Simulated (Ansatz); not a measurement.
# Straining HfO2

Level of theory: DFT r2SCAN, scalar-relativistic, plane waves, PAW in Ansatz 0.2.0. Run with 500 eV cutoff, 6×6×8 k-mesh, Gaussian smearing of 0.02 eV, no spin polarisation.

Reference structure (relaxed):

```xyz
6
Lattice="4.8382 0.0000 0.0000 0.0000 4.8382 0.0000 0.0000 0.0000 3.2203" Properties=species:S:1:pos:R:3 pbc="T T T"
Hf    0.0000    0.0000    0.0000
Hf    2.4191    2.4191    1.6102
O     0.9431    3.8951    1.6102
O     1.4760    1.4760    0.0000
O     3.3622    3.3622    0.0000
O     3.8951    0.9431    1.6102
```

Deformation: biaxial strain in the a-b plane, with the length and tilt of c and the atoms relaxed, all within the symmetry that the strain leaves. Energies are extrapolated to zero smearing. Gaps are generalised Kohn–Sham gaps over the whole zone.

Spin-orbit coupling is left out, which matters for the bands and energies of heavy elements.

```
strain (%)  ΔE (meV/atom) a (Å) b (Å) c (Å) gap (eV)
      -6.0          117.6  4.548  4.548  3.370      4.48
      -4.0           51.2  4.645  4.645  3.314      4.61
      -2.0           12.5  4.741  4.741  3.264      4.65
      +0.0            0.0  4.838  4.838  3.220      4.53
      +2.0           11.8  4.935  4.935  3.183      4.39
      +4.0           45.4  5.032  5.032  3.151      4.30
      +6.0           97.6  5.128  5.128  3.125      4.27
```

Q: What stiffness (1/V) d²E/dε² at zero strain does a cubic fit over all points give?

A: A cubic fit gives (1/V) d²E/dε² = 762 GPa at zero strain (twice the biaxial modulus).

Q: How does the free axis c answer a small strain?

A: Between the innermost points its strain is -0.63 times the applied one.

Q: How fast does the gap move with strain on either side?

A: -61 meV per percent on the compressed side and -69 meV per percent on the stretched side; it is direct at -2.0 %, direct at zero and direct at +2.0 %.

This rutile-type form isn't the usual stable structure of the compound.